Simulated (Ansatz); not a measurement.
Ti₃Si: enthalpy against pressure

Ti₃Si, P6_3/mmc, a = 5.584 Å, c = 4.473 Å. The structure is a Materials Project entry; whether it is the stable form wasn't checked. Ansatz: PBEsol, PAW, 420 eV, Γ-centred 6×6×8 mesh on 8 atoms, Gaussian smearing 0.10 eV; no spin polarisation. Cell and atoms are relaxed at each pressure, and no other structure is tried, so the rows at high pressure may lie past a change of phase. y is the enthalpy over the state at zero pressure; there V0 = 15.098 Å³/atom. The pressures are the targets, met within 0.05 GPa.

```tsv
P (GPa)	y (eV/atom)
-2.0	?
0.0	0.0000
2.0	0.1872
5.0	0.4634
10.0	0.9127
20.0	1.7752
```

Problem. Fit y = c1 P + c2 P² + c3 P³ to the other rows, say what c1 and c2 mean, and predict the missing value.

Solution. Least squares on the rows shown. y = 0.094207 P − 0.00031516 P² + 2.1408×10⁻⁶ P³. Since dH/dP = V, c1 is V0: 0.094207 eV/GPa × 160.2 = 15.092 Å³ against 15.098; c2 = −V0/(2B0) gives B0 = 149 GPa, where a Birch–Murnaghan fit to the volumes of the same runs (not shown) gives 144 GPa. At P = -2.0 the fit asked for gives -0.1897 eV/atom. The run gave -0.1898 eV/atom, so the fit is 0.0001 eV/atom too high, a small miss on the scale of the series.